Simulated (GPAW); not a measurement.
**Ga in GPAW: the effect of functional**

Slab: Ga, a slab with vacuum.

```
CELL_PARAMETERS angstrom
2.98511 0.00000 0.00000
0.34371 2.96525 0.00000
0.00000 0.00000 24.92778
ATOMIC_POSITIONS crystal
Ga 0.50000 0.50000 0.30087
Ga 0.00000 0.00000 0.38052
Ga 0.50000 0.50000 0.46017
Ga 0.00000 0.00000 0.53983
Ga 0.50000 0.50000 0.61948
Ga 0.00000 0.00000 0.69913
```

The slab is cut from a database's or a generator's crystal, which needn't be the stable form of the element.

The cell isn't the ideal one: the (1 1 0) slab of Ga, cut from the database cell, not relaxed.

Alike in all runs:

```yaml
Program: GPAW 26.7.0
Task: relaxation of the atoms
Cutoff: 450 eV
Basis: pw
k_mesh: 9 × 9 × 1
Occupations: fermi-dirac, width 0.05 eV
Spin: no spin polarisation
```

Each run relaxes the cell or the atoms first.

```tsv
functional	potentials or basis	work function (eV)
LDA	the program's PAW data sets (release 1.2.1) made for this functional	4.50
PBE	GPAW PAW data sets (gpaw-data 1.2.1)	?
PBEsol	PAW data sets generated in the run's folder for this functional	4.26
RPBE	the program's PAW data sets (release 1.2.1) made for this functional	3.85
r2SCAN	GPAW PAW data sets (gpaw-data 1.2.1)	4.35
```

**Question.** What does the run with functional PBE give?

**Answer.** Work function 4.03 eV.

Caveats: later steps reuse the first step's grids.
